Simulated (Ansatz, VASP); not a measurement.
## C20N: VASP beside Ansatz

Aim: how closely do two programs agree when they are given the same cell, functional and k mesh? The structure shown is the start of the Ansatz relaxation below; VASP solves that cell, so the two are compared at the walk's first step.

Program: Ansatz 0.2.0. Level of theory: plane waves, with VASP 6.6.1 beside it; single point at HSE06. Results are calculated unless marked as measured.

## 1. Starting point

The cell holds 63 atoms: 60 C and 3 N. Its edges and angles: a = 7.143 Å, b = 7.143 Å, c = 7.143 Å, α = 90.0°, β = 90.0°, γ = 90.0°. It derives from C (C (Fd-3m)). Nearest the centre at fractional (0.500, 0.500, 0.500): N61 at 1.52 Å, N62 at 1.55 Å, N63 at 1.56 Å, C57 at 1.57 Å, C26 at 2.49 Å, C47 at 2.50 Å, C18 at 2.52 Å, C48 at 2.53 Å.

## 2. Ansatz: relaxation, HSE06

Ansatz runs on its default PAW (the set named soft_2) files.

The two programs are compared at the cell with which this relaxation starts, whose forces are those of its first step.

Contents of input.yaml:

```yaml
crystal:
  lattice:
    - [7.14312472, 0.0, 0.0]
    - [0.0, 7.14312472, 0.0]
    - [0.0, 0.0, 7.14312472]
  atoms:
    - { symbol: C, position: [0.0, 0.0, 0.0] }
    - { symbol: C, position: [0.0, 0.25, 0.25] }
    - { symbol: C, position: [0.25, 0.0, 0.25] }
    - { symbol: C, position: [0.25, 0.25, 0.0] }
    - { symbol: C, position: [0.125, 0.125, 0.125] }
    - { symbol: C, position: [0.125, 0.375, 0.375] }
    - { symbol: C, position: [0.375, 0.125, 0.375] }
    - { symbol: C, position: [0.375, 0.375, 0.125] }
    - { symbol: C, position: [0.0, 0.0, 0.5] }
    - { symbol: C, position: [0.0, 0.25, 0.75] }
    - { symbol: C, position: [0.25, 0.0, 0.75] }
    - { symbol: C, position: [0.25, 0.25, 0.5] }
    - { symbol: C, position: [0.125, 0.125, 0.625] }
    - { symbol: C, position: [0.125, 0.375, 0.875] }
    - { symbol: C, position: [0.375, 0.125, 0.875] }
    - { symbol: "N", position: [0.375, 0.375, 0.625] }
    - { symbol: C, position: [0.0, 0.5, 0.0] }
    - { symbol: C, position: [0.0, 0.75, 0.25] }
    - { symbol: C, position: [0.25, 0.5, 0.25] }
    - { symbol: C, position: [0.25, 0.75, 0.0] }
    - { symbol: C, position: [0.125, 0.625, 0.125] }
    - { symbol: C, position: [0.125, 0.875, 0.375] }
    - { symbol: "N", position: [0.375, 0.625, 0.375] }
    - { symbol: C, position: [0.375, 0.875, 0.125] }
    - { symbol: C, position: [0.0, 0.5, 0.5] }
    - { symbol: C, position: [0.0, 0.75, 0.75] }
    - { symbol: C, position: [0.25, 0.5, 0.75] }
    - { symbol: C, position: [0.25, 0.75, 0.5] }
    - { symbol: C, position: [0.125, 0.625, 0.625] }
    - { symbol: C, position: [0.125, 0.875, 0.875] }
    - { symbol: C, position: [0.375, 0.625, 0.875] }
    - { symbol: C, position: [0.375, 0.875, 0.625] }
    - { symbol: C, position: [0.5, 0.0, 0.0] }
    - { symbol: C, position: [0.5, 0.25, 0.25] }
    - { symbol: C, position: [0.75, 0.0, 0.25] }
    - { symbol: C, position: [0.75, 0.25, 0.0] }
    - { symbol: C, position: [0.625, 0.125, 0.125] }
    - { symbol: "N", position: [0.625, 0.375, 0.375] }
    - { symbol: C, position: [0.875, 0.125, 0.375] }
    - { symbol: C, position: [0.875, 0.375, 0.125] }
    - { symbol: C, position: [0.5, 0.0, 0.5] }
    - { symbol: C, position: [0.5, 0.25, 0.75] }
    - { symbol: C, position: [0.75, 0.0, 0.75] }
    - { symbol: C, position: [0.75, 0.25, 0.5] }
    - { symbol: C, position: [0.625, 0.125, 0.625] }
    - { symbol: C, position: [0.625, 0.375, 0.875] }
    - { symbol: C, position: [0.875, 0.125, 0.875] }
    - { symbol: C, position: [0.875, 0.375, 0.625] }
    - { symbol: C, position: [0.5, 0.5, 0.0] }
    - { symbol: C, position: [0.5, 0.75, 0.25] }
    - { symbol: C, position: [0.75, 0.5, 0.25] }
    - { symbol: C, position: [0.75, 0.75, 0.0] }
    - { symbol: C, position: [0.625, 0.625, 0.125] }
    - { symbol: C, position: [0.625, 0.875, 0.375] }
    - { symbol: C, position: [0.875, 0.625, 0.375] }
    - { symbol: C, position: [0.875, 0.875, 0.125] }
    - { symbol: C, position: [0.5, 0.75, 0.75] }
    - { symbol: C, position: [0.75, 0.5, 0.75] }
    - { symbol: C, position: [0.75, 0.75, 0.5] }
    - { symbol: C, position: [0.625, 0.625, 0.625] }
    - { symbol: C, position: [0.625, 0.875, 0.875] }
    - { symbol: C, position: [0.875, 0.625, 0.875] }
    - { symbol: C, position: [0.875, 0.875, 0.625] }
  host:
    repeats: [2, 2, 2]
    atoms:
      - { symbol: C, position: [0.0, 0.0, 0.0] }
      - { symbol: C, position: [0.0, 0.5, 0.5] }
      # ... 6 more atoms of the perfect host
basis:
  ecutwfc: 420
  xc_grid: 2
hamiltonian:
  xc: hse06
kpoints:
  mp_grid: { grid: [1, 1, 1] }
magnetization:
  spin_polarized: true
  initial_magnetization: 1
  spin_locking: { lock_magnetization: hard }
scf:
  occupations: { method: fermi_dirac, width: 0.01 }
  max_iter: 100
output:
  forces: true
  charged_corrections:
    epsilon: 5.85
    static_epsilon: 5.85
    defect_position: [0.5, 0.5, 0.5]
relax:
  f_tol: 0.01
  max_steps: 80
  random_displacement: { amplitude: 0.05, seed: 1490 }
checkpoint:
  write: "../q0_M1.relax_smeared.run"
  compress: false
  write_wavefunctions: true
  write_every: 100000
```

The run is started by

```console
$ ansatz run input.yaml --threads 4 --pin off --max-ram 11304MiB --backend cpu --events-out ev --progress --plain --runs-dir out
```

Numbers of over 12 decimals in the logs are rounded to 6 here.

The program printed:

```text
exact exchange: scf.exx.singularity resolves to wigner_seitz, which cuts the screened interaction at the faces of the exchange supercell's Wigner-Seitz cell, so that each pair interacts once, at the shortest of its separations (the periodic images that this leaves out come, for a point-like exchange hole, to about 0.122 eV on a filled level). The cut falls within the interaction's reach, and what an exchange supercel [...]
Engine: ansatz 0.2.0, aarch64-unknown-linux-gnu
Pseudopotentials: kind: paw
Pseudopotential: C, paw, valence charge 4, recommended cutoff 420 eV (normal), C.paw.azcp
Pseudopotential: N, paw, valence charge 5, recommended cutoff 420 eV (normal), N.paw.azcp
Functional definition: HSE06
  parameter a = 0.25
  parameter omega = 0.11/bohr
  exchange = pbe_x - a*pbe_x_sr(omega) + a*exact_x_sr(omega)
  correlation = pbe_c
Crystal: 63 atoms, lattice volume = 364.472 Å³
Basis set: ecut = 420 eV, 7123 PW (Γ), exchange–correlation on 96×96×96 points (8 copies of the dense FFT grid, shifted against one another)
Bands: 191, of which v1, the nominal top of the filled ones, is band 128 counted from 1 (127 counted from 0)
Symmetry: 1 space group operations
k-points: 1
Non-local potential: C, projectors of the file, l = 0: 2, l = 1: 2, l = 2: 1
Non-local potential: N, projectors of the file, l = 0: 2, l = 1: 2, l = 2: 1
PAW form: soft (Blöchl's): semilocal exchange-correlation on the pseudo side does not see the compensation charge
PAW frozen core: C, regenerated for the run's functional, and the local potential with it (the file was generated under x = pbe(κ = 0.804, μ = 0.219515), c = pbe(β = 0.066725))
PAW frozen core: N, regenerated for the run's functional, and the local potential with it (the file was generated under x = pbe(κ = 0.804, μ = 0.219515), c = pbe(β = 0.066725))
PAW one-centre angular grid: C, 110 points (default); XC on 64 Gauss nodes
PAW one-centre angular grid: N, 110 points (default); XC on 64 Gauss nodes
Initial density: superposition of atomic densities (chi_scale 0.1, normalization cell, long waves kept (reshape's long-wave potential 0.44 eV rms))
Starting moments: Σ|m| = 1 μB on 63 of 63 sites
Initial wavefunctions: pseudopotential atomic-orbital guess
Functional: x = pbe(κ = 0.804, μ = 0.219515), c = pbe(β = 0.066725), warm-up for x = pbe(κ = 0.804, μ = 0.219515) + 0.25 (exact − pbe) at short range (hse, ω = 0.207870 Å⁻¹), c = pbe(β = 0.066725); HSE06 as pw.x's `hse` composes it (authors' and Libxc's form: `xc: wpbeh`)
iter 1 solved again at ethr=2.32e-2 eV; its pass at ethr=1.00e-1 eV (dr2=5.92e1 eV) is discarded
SCF iter   1: F=—  HF=-16204.176825 eV  |F-HF|=—  |Δ(HF+E_count)|=         —  Δρ=7.27e-2 (↑7.27e-2 ↓7.25e-2)  dr2=5.91e1  dr2_m=3.06e-1  M=1.000 μB ∫|m|=1.003 μB  β_m=0.30  ethr=2.32e-2  ⟨swp⟩=2.0  Hψ=2142  notcnv=0
preconditioner: auto → none  [insulator: Δε(μ)=0.687 eV  Ē_g=16.977 eV  σ=0.010 eV  W_gap=1.00  n_scr=92 (ndim 8)  ℏωp=31.1 eV  f_vac=0.000  D(μ)=0.00/eV (n_scr^D=0)]
SCF iter   2: F=—  HF=-16191.286868 eV  |F-HF|=—  |Δ(HF+E_count)|=    1.29e1  Δρ=4.65e-2 (↑4.65e-2 ↓4.60e-2)  dr2=2.04e1  dr2_m=1.83e-1  M=1.000 μB ∫|m|=1.015 μB  β_m=0.46  ethr=2.32e-2  ⟨swp⟩=6.0  Hψ=951  notcnv=0  defer=2
SCF iter   3: F=—  HF=-16188.417221 eV  |F-HF|=—  |Δ(HF+E_count)|=    2.87e0  Δρ=2.14e-2 (↑2.01e-2 ↓2.14e-2)  dr2=1.23e1  dr2_m=3.32e-2  M=1.000 μB ∫|m|=1.063 μB  β_m=0.39  ethr=8.00e-3  ⟨swp⟩=7.0  Hψ=1109  notcnv=0
iter 4 solved again at ethr=5.13e-5 eV; its pass at ethr=4.84e-3 eV (dr2=1.31e-1 eV) is discarded
SCF iter   4: F=—  HF=-16186.037597 eV  |F-HF|=—  |Δ(HF+E_count)|=    2.38e0  Δρ=4.91e-3 (↑4.91e-3 ↓4.69e-3)  dr2=1.33e-1  dr2_m=1.25e-2  M=1.000 μB ∫|m|=1.084 μB  β_m=0.44  ethr=5.13e-5  ⟨swp⟩=6.5  Hψ=2054  notcnv=0  defer=1
SCF iter   5: F=—  HF=-16186.074276 eV  |F-HF|=—  |Δ(HF+E_count)|=   3.67e-2  Δρ=2.49e-3 (↑2.16e-3 ↓2.49e-3)  dr2=3.50e-2  dr2_m=4.93e-3  M=1.000 μB ∫|m|=1.102 μB  β_m=0.47  ethr=5.13e-5  ⟨swp⟩=7.0  Hψ=1091  notcnv=0
[...]
--- Band table (eV) ---
  k-point 0 ↑: bands = [... 124 lower, 11.3881, 12.5929, 12.5932, 13.1944, 17.7511, 17.8641, 17.8642, 18.0117, ... 41 higher]
  k-point 0 ↓: bands = [... 124 lower, 11.7786, 12.6435, 12.6439, 16.1013, 17.7918, 17.8710, 17.8710, 18.0212, ... 41 higher]
  guard bands above this table: 18 of the run's 191 bands. The solve was not asked for them (output.publish_guard_bands: true or output.eigenvalues: true publishes all)
--- Relaxed structure (7 steps of the walk, 7 accepted, 0 SCFs on fresh bases) ---
  F+E_penalty+E_count = -16194.28841555 eV   max|allowed force component| = 2.731e-3 eV/Å
  atoms:
    - { symbol: C, position: [0.000221376, -0.000502046, 4.2198565121006e-5] }
    - { symbol: C, position: [0.00260053, 0.250167, 0.250705] }
    - { symbol: C, position: [0.250882, 0.00187494, 0.250710] }
    - { symbol: C, position: [0.250877, 0.250163, 0.00243178] }
    - { symbol: C, position: [0.126068, 0.125344, 0.125897] }
    - { symbol: C, position: [0.128824, 0.377603, 0.378151] }
    - { symbol: C, position: [0.378324, 0.128098, 0.378146] }
    - { symbol: C, position: [0.378325, 0.377605, 0.128646] }
    - { symbol: C, position: [0.000487135, -0.000215369, 0.500000] }
    - { symbol: C, position: [-0.00098909, 0.249265, 0.749743] }
    - { symbol: C, position: [0.249982, -0.00171009, 0.749739] }
    - { symbol: C, position: [0.252295, 0.251574, 0.506302] }
    - { symbol: C, position: [0.124421, 0.123704, 0.625305] }
    - { symbol: C, position: [0.124058, 0.374672, 0.876713] }
    - { symbol: C, position: [0.375389, 0.123349, 0.876700] }
    - { symbol: N, position: [0.364685, 0.363977, 0.637895] }
    - { symbol: C, position: [0.000490615, 0.499459, 0.000318476] }
    - { symbol: C, position: [-0.000988397, 0.749197, 0.249810] }
    - { symbol: C, position: [0.252298, 0.505757, 0.252126] }
    - { symbol: C, position: [0.249987, 0.749193, -0.00116552] }
    - { symbol: C, position: [0.124425, 0.624756, 0.124249] }
    - { symbol: C, position: [0.124055, 0.876163, 0.375224] }
    - { symbol: N, position: [0.364677, 0.637377, 0.364500] }
    - { symbol: C, position: [0.375395, 0.876163, 0.123879] }
    - { symbol: C, position: [0.000394566, 0.499649, 0.500196] }
    - { symbol: C, position: [0.00158796, 0.748888, 0.749427] }
[...]
- { symbol: N, position: [0.638064, 0.363976, 0.364516] }
[...]
- { symbol: C, position: [0.874755, 0.874038, 0.125210] }
    - { symbol: C, position: [0.500779, 0.748366, 0.748909] }
    - { symbol: C, position: [0.749091, 0.500067, 0.748917] }
    - { symbol: C, position: [0.749088, 0.748370, 0.500605] }
    - { symbol: C, position: [0.638942, 0.638218, 0.638763] }
    - { symbol: C, position: [0.624430, 0.875785, 0.876332] }
    - { symbol: C, position: [0.876501, 0.623717, 0.876330] }
    - { symbol: C, position: [0.876505, 0.875789, 0.624254] }
```

## 3. VASP: single point, HSE06, start cell

The same cell, functional, mesh and smearing now go to VASP, with its own data sets.

Lines of VASP's logs that name or quote its potential files are left out, and so is its time.

The run reads the wave functions of an earlier VASP run, which isn't shown here.

Contents of INCAR:

```
SYSTEM = C20N
PREC = Accurate
ENCUT = 520
EDIFF = 1E-06
NELM = 100
ISMEAR = -1
SIGMA = 0.01
LREAL = Auto
ALGO = Normal
LHFCALC = .TRUE.
AEXX = 0.25
GGA = PE
HFSCREEN = 0.208
LASPH = .TRUE.
NBANDS = 171
ISPIN = 2
MAGMOM = 0 0 0 0 0 0 0 0 0 -0 -0 0 0 0 0 0 -0 0 -0 0 0 0 -0 -0 -0 -0 0 0 0.01 0.01 0 0 -0 -0 0 0 0 -0 -0 -0 -0 0 0.01 0 0.01 -0 -0 -0 -0 0 0.01 0.01 0 -0.01 -0.01 -0.01 0.34 0.03 0.03 0.03 0.02 0.02 0.02
PRECFOCK = Fast
LORBIT = 11
LWAVE = .FALSE.
LCHARG = .FALSE.
ISIF = 2
NUPDOWN = 1
```

Contents of POSCAR:

```
C20N
1.0
    7.1431247189      0.0000000000      0.0000000000
    0.0000000000      7.1431247189      0.0000000000
    0.0000000000      0.0000000000      7.1431247189
C N
60 3
Direct
    0.9945185053      0.9991464520      0.9957314199
    0.0067210082      0.2493175004      0.2518325062
    0.2458820291      0.9966999036      0.2545986626
    0.2537347549      0.2530063622      0.0051000090
    0.1241066109      0.1259782008      0.1181267349
    0.1294012125      0.3704719019      0.3719796454
    0.3764498179      0.1201083607      0.3797923327
    0.3792415934      0.3759805555      0.1304811321
    0.0001654738      0.9981053110      0.5067363573
    0.0014301864      0.2562836394      0.7472673669
    0.2456619573      0.0035560068      0.7458128214
    0.2506817493      0.2442958885      0.5039991799
    0.1257470694      0.1319400174      0.6255245674
    0.1182371908      0.3744561526      0.8767221974
    0.3743111181      0.1315880706      0.8727375267
    0.9949410095      0.5020787318      0.0043682564
    0.0055545719      0.7489373643      0.2541247803
    0.2539174481      0.5055282026      0.2482423407
    0.2550096872      0.7545560538      0.9982275264
    0.1297447597      0.6202012669      0.1268587678
    0.1204122893      0.8716339480      0.3790766795
    0.3762091670      0.8684248482      0.1229257551
    0.9995770758      0.4933657382      0.4978080518
    0.9986841893      0.7566829942      0.7516132241
    0.2449029058      0.5002830191      0.7547891451
    0.2555577666      0.7477908073      0.4963630259
    0.1222232614      0.6274832341      0.6309261251
    0.1244236990      0.8698793938      0.8702625594
    0.3802683149      0.6294307011      0.8762687544
    0.3686970484      0.8758945484      0.6220899361
    0.4993122954      0.9944997460      0.9957255401
    0.4972238537      0.2473451143      0.2441484740
    0.7468115440      0.9938504504      0.2489929926
    0.7538464204      0.2545401448      0.0036862019
    0.6273902776      0.1187242325      0.1230258514
    0.8796835065      0.1211454418      0.3784934614
    0.8768428729      0.3777323099      0.1311753661
    0.5028439431      0.0001660338      0.4936061092
    0.4988547926      0.2432249286      0.7486649345
    0.7458655994      0.9968860966      0.7452875610
    0.7496378981      0.2432474678      0.4981917774
    0.6302048721      0.1203239526      0.6252011796
    0.6265644485      0.3738250563      0.8682792537
    0.8811664709      0.1259154831      0.8781830427
    0.8681340791      0.3748437981      0.6263533364
    0.5038358060      0.4964851013      0.9953171754
    0.5049522642      0.7450567097      0.2498111219
    0.7461748478      0.4960483177      0.2456699370
    0.7548802817      0.7546002922      0.0020043049
    0.6275137529      0.6228488477      0.1188314685
    0.6203218023      0.8752942509      0.3801984575
    0.8782925186      0.6300000598      0.3713729081
    0.8758454103      0.8810532152      0.1215881052
    0.4957779878      0.7484209237      0.7553551439
    0.7464349581      0.5039970799      0.7545067757
    0.7557780681      0.7489289646      0.4961969921
    0.6302027722      0.6288571426      0.6223447266
    0.6212699868      0.8755119428      0.8809009009
    0.8737690081      0.6297266500      0.8800140341
    0.8779636709      0.8742417703      0.6312958513
    0.3730697846      0.3802132970      0.6207465464
    0.3729244700      0.6295631362      0.3798852893
    0.6241484190      0.3685251348      0.3775195179
```

Contents of KPOINTS:

```
Automatic mesh
0
Gamma
1 1 1
0 0 0
```

The projector-augmented-wave data sets are C and N (PBE family, release 64).

The run is started by

```console
$ export OMP_NUM_THREADS=3
$ mpirun -np 1 vasp_gam
```

The program printed:

```text
[banner, memory and clock lines left out]
running    1 mpi-ranks, on    1 nodes
[...]
Offloading initialized ...    1 GPUs detected
[...]
LDA part: xc-table for (Slater+PW92), standard interpolation
 found WAVECAR, reading the header
 POSCAR, INCAR and KPOINTS ok, starting setup
[...]
reading WAVECAR
 the WAVECAR file was read successfully
 initial charge from wavefunction
 entering main loop
       N       E                     dE             d eps       ncg     rms          rms(c)
DAV:   1    -0.649237756882E+03   -0.64924E+03   -0.87359E+00   728   0.804E+00    0.406E+00
DAV:   2    -0.649271096989E+03   -0.33340E-01   -0.21824E-01   800   0.120E+00    0.247E+00
DAV:   3    -0.649252319274E+03    0.18778E-01   -0.21139E-02   824   0.398E-01    0.135E+00
DAV:   4    -0.649247185833E+03    0.51334E-02   -0.66104E-03   792   0.213E-01    0.717E-01
[...]
DAV:   9    -0.649245060819E+03    0.10257E-04   -0.68824E-06   768   0.786E-03    0.343E-02
DAV:  10    -0.649245058271E+03    0.25484E-05   -0.13556E-06   501   0.369E-03    0.194E-02
DAV:  11    -0.649245057830E+03    0.44141E-06   -0.54067E-07   432   0.250E-03
   1 F= -.64924506E+03 E0= -.64924506E+03  d E =-.124407E-11  mag=     1.0000
```

From OUTCAR (step 3):

```text
  FREE ENERGIE OF THE ION-ELECTRON SYSTEM (eV)
  ---------------------------------------------------
  free  energy   TOTEN  =      -649.2450578296 eV

  energy  without entropy=     -649.2450578296  energy(sigma->0) =     -649.24505783

 magnetization (x)
# of ion       s       p       d       tot
------------------------------------------
    1       -0.000   0.000   0.000   0.000
    2       -0.000   0.000   0.000   0.000
    3       -0.000   0.000   0.000   0.000
    4       -0.000   0.000   0.000   0.000
    5       -0.000   0.000   0.000   0.000
    6        0.000   0.001   0.000   0.001
    7        0.000   0.000   0.000   0.001
    8       -0.000   0.000   0.000   0.000
    9        0.000   0.004   0.000   0.004
   10       -0.000  -0.001   0.000  -0.001
   11       -0.000  -0.001   0.000  -0.001
   12        0.000   0.006   0.000   0.006
   13        0.000   0.005   0.000   0.005
[...]
--------------------------------------------------
tot          0.093   0.559   0.000   0.653

[... 1 further part left out ...]
```

The run ends at a pressure of -8.53 GPa, with forces up to 4.7 eV/Å.

## 4. Differences

Known differences besides the potentials themselves: exact exchange at q = 0 is treated differently, which shows on coarse meshes; VASP keeps PBE cores, Ansatz makes them for the functional; the cutoff is 420 eV in Ansatz and 520 eV in VASP (PREC = Accurate, projectors in real space); VASP takes a coarser grid for exact exchange (PRECFOCK = Fast). Total energies have different zeros and are not compared.

Forces on 9 of the 63 atoms, those with the largest forces and the largest differences (eV/Å; atoms numbered as in POSCAR):

| atom | Ansatz x, y, z | VASP x, y, z |
| --- | --- | --- |
| C26 | -1.990, 0.091, 0.667 | -2.009, 0.097, 0.694 |
| C32 | 2.041, -0.419, 3.071 | 2.031, -0.421, 3.084 |
| C48 | 0.859, 0.153, 2.405 | 0.846, 0.164, 2.432 |
| C51 | 2.467, -1.676, -2.571 | 2.471, -1.677, -2.567 |
| C54 | 1.588, 0.633, -3.341 | 1.599, 0.641, -3.367 |
| C57 | 1.153, 1.695, 3.417 | 1.123, 1.681, 3.392 |
| N61 | -1.553, -3.077, 3.222 | -1.536, -3.058, 3.218 |
| N62 | -0.463, 0.770, -3.649 | -0.442, 0.754, -3.658 |
| N63 | 1.957, -1.229, -2.922 | 1.948, -1.222, -2.916 |

The forces differ by 11 meV/Å r.m.s., which is 0.7 % of the r.m.s. force of 1.498 eV/Å (both taken over all components). Moments aren't recorded for both runs of this pair, so they may hold unlike magnetic states.

## 5. Results

```json
{"r.m.s. force difference (single point, HSE06, start cell)": "0.71 % of the r.m.s. force"}
```

What this shows: The r.m.s. force difference is 0.71 % of the r.m.s. force (single point, HSE06, start cell), within the 3 % picked in this series as the mark of a large difference. 1 further run of this series is not shown here. Such differences can come from data sets, numerical settings and the points named under the comparisons, not from the functional's error against experiment.

[Lines on the potential files, build, host, timing and source positions are cut from VASP's logs without a mark.]

[Logs are printed without paths, hosts, clocks, repeated set-up lines and the standing remarks that a program may print on its own settings, such as how far it seeks lower states.]

[Hosts, paths, dates, database ids (printed as entryN), source tags and the programs' standing remarks are cut or masked in the printed files.]
